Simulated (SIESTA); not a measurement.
## AlNi in SIESTA: the effect of strain zz

The system is AlNi.

```
Ni Al
1.0
     2.88100    0.00000    0.00000
     0.00000    2.88100    0.00000
     0.00000    0.00000    2.76576
Ni Al
1 1
Direct
  0.50000 0.50000 0.50000
  0.00000 0.00000 0.00000
```

The cell isn't the ideal one: cell strained along z.

Alike in all runs:

```yaml
Program: SIESTA 5.4.2
Task: band structure
Functional: PBEsol
Potentials_or_basis: PseudoDojo 0.4 standard (PBEsol files)
Basis: DZP (energy shift 0.003 Ry; two zetas on semicore shells)
Grid_cutoff: 800 Ry
Energy_shift: 0.003 Ry
k_mesh: 9 × 9 × 9
Occupations: fermi-dirac, width 0.05 eV
Spin: collinear spin, ferromagnetic start
Starting_moments: "[1.0, 0.0] μB"
```

Problem. One run gave: pressure -10.3 GPa. Which strain zz did it use?
A. 0.04
B. 0.02
C. -0.02
D. -0.04
E. 0

Solution. A.

| strain zz | pressure (GPa) |
| --- | --- |
| -0.04 | 2.5 |
| -0.02 | -1.5 |
| 0 | -4.9 |
| 0.02 | -7.8 |
| 0.04 | -10.3 |

Caveats: short orbitals over semicore shells can move pressures by several GPa; the basis of atomic orbitals isn't converged, which shifts pressures, moduli and gaps.
